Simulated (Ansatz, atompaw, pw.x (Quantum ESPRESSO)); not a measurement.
Which Si potential is closest to all-electron in the fcc crystal?

All use PBEsol, scalar-relativistic, no spin, cutoffs from each file’s atomic test, pw.x 7.5; 15³ k-points, Fermi–Dirac smearing 0.01 Ry. Δ is the rms difference from all-electron LAPW of the E(V) curves that follow from fits to the pressures, over ±6 % in volume. Mesh and smearing are coarse and serve the comparison alone. The files are a selection: those with a ghost or negative overlap were mostly not run, and those with noisy or unconverged pressures or nearly equal Δ are left out.

All-electron: a0 = 3.832 Å (V0 = 14.07 Å³/atom), B0 = 91.1 GPa.

Problem. Rank them by Δ, smallest first.
A. PAW, atompaw 4.2.0.5, PBEsol; core [Ne], reference 3s2 3p2; waves: 3s (bound): rc 2.05 bohr; 3s channel at 0.05 Ry: rc 2.05 bohr; 3p (bound): rc 1.70 bohr; 3p channel at 0.2 Ry: rc 1.70 bohr; local part: ultrasoft scheme with l = 2 at 0 Ry, radius 1.95 bohr; core correction: smooth core density matched at 1.75 bohr; augmentation: sinc compensation charge, radius 1.70 bohr; PAW radius 2.05 bohr; waves and projectors: custom rrkj gramschmidtortho.
B. PAW, atompaw 4.2.0.5, PBEsol; core [Ne], reference 3s2 3p2; waves: 3s (bound): rc 2.25 bohr; 3s channel at 0.25 Ry: rc 1.45 bohr; 3p (bound): rc 2.25 bohr; 3p channel at 1.95 Ry: rc 2.25 bohr; 3d channel at 0.05 Ry: rc 1.90 bohr; 3d channel at 2.45 Ry: rc 1.90 bohr; local part: ultrasoft scheme with l = 3 at 0.5 Ry, radius 1.70 bohr; core correction: smooth core density matched at 1.55 bohr; augmentation: sinc compensation charge, radius 1.95 bohr; PAW radius 2.25 bohr; waves and projectors: custom rrkj vanderbiltortho.
C. PAW, atompaw 4.2.0.5, PBEsol; core [Ne], reference 3s1.75 3p2.25; waves: 3s (bound): rc 2.05 bohr; 3s channel at 0.65 Ry: rc 2.05 bohr; 3p (bound): rc 2.65 bohr; 3p channel at 3.55 Ry: rc 2.65 bohr; 3d channel at 0.15 Ry: rc 2.55 bohr; 3d channel at 1.65 Ry: rc 2.55 bohr; local part: bessel scheme, radius 2.50 bohr; core correction: smooth core density matched at 1.95 bohr; augmentation: besselshape compensation charge, radius 2.10 bohr; PAW radius 2.65 bohr; waves and projectors: custom rrkj gramschmidtortho.
D. PAW, atompaw 4.2.0.5, PBEsol; core [Ne], reference 3s2 3p2; waves: 3s (bound): rc 1.95 bohr; 3s channel at 2.1 Ry: rc 2.10 bohr; 3p (bound): rc 2.10 bohr; 3p channel at 1.75 Ry: rc 2.10 bohr; local part: troulliermartins scheme with l = 2 at 0.5 Ry, radius 1.95 bohr; core correction: smooth core density matched at 1.15 bohr; augmentation: gaussian compensation charge, radius 1.55 bohr; PAW radius 2.10 bohr; waves and projectors: custom rrkj gramschmidtortho.

Solution. D (0.0 meV/atom), B (0.3 meV/atom), A (4.1 meV/atom), C (6.0 meV/atom).
